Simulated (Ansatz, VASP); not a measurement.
## One calculation of NaI, two programs

```
Na I
1.0
     0.00000    3.23640    3.23640
     3.23640    0.00000    3.23640
     3.23640    3.23640    0.00000
Na I
1 1
Direct
  0.00000 0.00000 0.00000
  0.53090 0.53090 0.46910
```

Alike in both runs: task electric field gradients; functional PBE; k mesh 8 × 8 × 8; occupations fermi-dirac, width 0.02 eV; no spin polarisation.

|  | VASP | Ansatz |
| --- | --- | --- |
| version | VASP 6.6.1 | Ansatz 0.2.0 |
| potentials or method | VASP PAW PBE potentials, release 64 (Na_pv, I) | PAW with Ansatz's default frozen-core files, scalar-relativistic |
| plane-wave cutoff (eV) | 520 | 420 |
| valence electrons in the cell | 14 | 26 |

```csv
,VASP,Ansatz,Ansatz less VASP
gap on the k mesh at the Fermi level (eV),3.65,3.65,+0.004
pressure (GPa),0.6,0.6,-0.01
largest component of the traceless stress (GPa),0.52,0.51,-0.004
rms of the force components (eV/Å),0.120,0.119,-0.0011
Vzz of the field gradient on the site that differs most (V/Å²),-5.1,-4.8,+0.24
```

Atom by atom the forces differ by 0.001 eV/Å (rms over components). With one functional, cell and mesh, what is left measures potentials, basis and numerics. The two sets of potentials don't hold the same shells in valence. Ansatz warned: «gradients_without_spin_orbit».

Caveats: spin-orbit coupling is left out, which moves the levels of the heavy elements.
